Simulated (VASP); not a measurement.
Write the native input for VASP 6.6.1 that does the following.

```
Task                   : single point
Functional             : PBEsol
Potentials or basis    : VASP PAW PBE potentials, release 64 (Ba_sv, Zr_sv, O)
Cutoff                 : 520 eV
k mesh                 : 4 × 4 × 4
Occupations            : gaussian, width 0.01 eV
Spin                   : no spin polarisation
Dipole correction      : no
Further INCAR settings : ALGO = Normal; EDIFF = 1e-06; NBANDS = 28
```

The structure of BaZrO3 lies in POSCAR:

```
BaZrO3
1.0
    4.2259807445      0.0000000000      0.0000000000
    0.0000000000      4.2259807445      0.0000000000
    0.0000000000      0.0000000000      4.2259807445
Ba Zr O
1 1 3
Direct
    0.0000000000      0.0000000000      0.0000000000
    0.5000000000      0.5000000000      0.5000000000
    0.0000000000      0.5000000000      0.5000000000
    0.5000000000      0.0000000000      0.5000000000
    0.5000000000      0.5000000000      0.0000000000
```

These files were run (other wordings do the same):

INCAR

```
ALGO = Normal ; EDIFF = 1E-6
ENCUT = 520 ; GGA = PS
ISIF = 2 ; ISMEAR = 0
LASPH = True ; LCHARG = True
LELF = True ; LREAL = False
LVHAR = True ; LWAVE = False
NBANDS = 28 ; NELM = 100
PREC = Accurate ; SIGMA = 0.01
```

KPOINTS

```
k-points
0
Gamma
  4 4 4
```

Potentials or basis: VASP PAW PBE potentials, release 64 (Ba_sv, Zr_sv, O).

The run is started by

```console
$ cat potpaw_PBE.64/Ba_sv/POTCAR potpaw_PBE.64/Zr_sv/POTCAR potpaw_PBE.64/O/POTCAR > POTCAR
$ mpirun -np 1 vasp_std > vasp.out
```

It gave:

- Pressure: -3.9 GPa
- Band gap on the k mesh: 3.05 eV, indirect (least direct gap 3.30 eV)

Caveat: the PAW data sets were made with another functional, which shifts forces and pressure a little; spin-orbit coupling is left out, which moves the levels of the heavy elements.

Run time: 20 s on 1 thread of Intel(R) Xeon(R) Platinum 8488C (Sapphire Rapids) (shared host), peak memory 0.18 GiB.
